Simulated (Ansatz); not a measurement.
RbBr (Fm-3m): lattice vibrations

```xyz
2
Lattice="0.0000 3.4249 3.4249 3.4249 0.0000 3.4249 3.4249 3.4249 0.0000" Properties=species:S:1:pos:R:3 pbc="T T T"
Rb    0.0000    0.0000    0.0000
Br    3.4249    3.4249    3.4249
```

Conventional cell: a = 6.850 Å, b = 6.850 Å, c = 6.850 Å, α = 90.00°, β = 90.00°, γ = 90.00°. Rb (atom 1) is surrounded by 6 Br at 3.42 Å. Around Br (atom 2) lie 6 Rb at 3.42 Å.

Unless marked otherwise, the numbers come from PBEsol, all-electron LAPW in Ansatz 0.2.0, scalar-relativistic. k mesh 6×6×6, fixed occupations, basis error target 1 meV/atom. The cell was relaxed by PAW under this functional.

Atoms are displaced by 0.01 Å in the smallest supercells that hold the wave vectors of a 2×2×2 mesh. Negative values stand for unstable modes. The zone centre has no LO-TO term.

(1) What are the phonon energies at the solved wave vectors, in THz?

(2) Is the structure dynamically stable at these wave vectors?

(3) How do the optical zone-centre modes decompose, and which are active?

(4) How well do frozen-core PAW files reproduce these all-electron values?

(5) The cell is scaled evenly to 77.939 and 82.760 Å³ (from 80.349), with free atoms relaxed and the shape held. What are the mode Grüneisen parameters γ = −d ln ω/d ln V?

(6) Linear response on PAW files adds the field. What are the dielectric tensor, the Born charges and the LO shift?

Results:

(1) 

```json
{"q": "0.000 0.000 0.000", "point": "Gamma", "modes (THz)": "2.54 (×3)"}
{"q": "0.500 0.000 0.000", "point": "L", "modes (THz)": "1.85 (×2), 1.98 (×2), 2.57, 2.76"}
{"q": "0.500 0.500 0.000", "point": "X", "modes (THz)": "0.95 (×2), 1.75, 2.60 (×2), 2.67"}
```

(2) Yes, no mode is unstable there; wave vectors off this mesh aren't tested.

(3) Point group m-3m: Γ_opt = T1u.

| label | THz | activity | mostly |
| --- | --- | --- | --- |
| T1u | 2.54 | IR | Br (52 %) |

(4) With a cutoff of 420 eV and displacements of 0.0025 Å, the r.m.s. difference over the modes is 0.0 cm⁻¹; the largest difference is 58.3 (PAW) against 58.4 cm⁻¹ (LAPW).

(5) For the highest mode, 96.0 cm⁻¹ in the small cell and 88.6 in the large one give γ ≈ 1.34. From the change of the dynamical matrix on each mode:

| point | cm⁻¹ | γ |
| --- | --- | --- |
| Gamma | 84.8 | 2.55 |
| L | 61.7 | 2.41 |
| L | 66.1 | 2.35 |
| L | 85.8 | 1.34 |
| L | 92.1 | 1.33 |
| X | 31.6 | -1.43 |
| X | 58.4 | -0.71 |
| X | 86.7 | 2.73 |
| X | 89.0 | 2.87 |

Weighted by the modes' heat capacities at 300 K, the mean on this mesh is 1.57; it moves with the q mesh, and a coarse one overweights the zone boundary. Rows under −0.05 (2 here) are modes that soften under compression and pull towards negative thermal expansion.

(6) ε∞ = (2.58, 2.58, 2.58) along x, y, z with local fields. Born charges (xx, yy, zz): Rb1 (1.16, 1.16, 1.16); Br2 (-1.16, -1.16, -1.16). The highest zone-centre mode lies at 84.8 cm⁻¹ without the macroscopic field and at 121.9 cm⁻¹ with it, for q along x. Lyddane-Sachs-Teller then gives ε₀ = ε∞ (ω_LO/ω_TO)² = 5.35. With the ions free to follow the field, the program's ε₀ is (5.35, 5.35, 5.35).

Limits of these numbers: the frozen-core PAW files of the compared runs were fitted under PBE, their cores solved anew for this functional; semilocal gaps are low, and ε∞ tends to come out large.
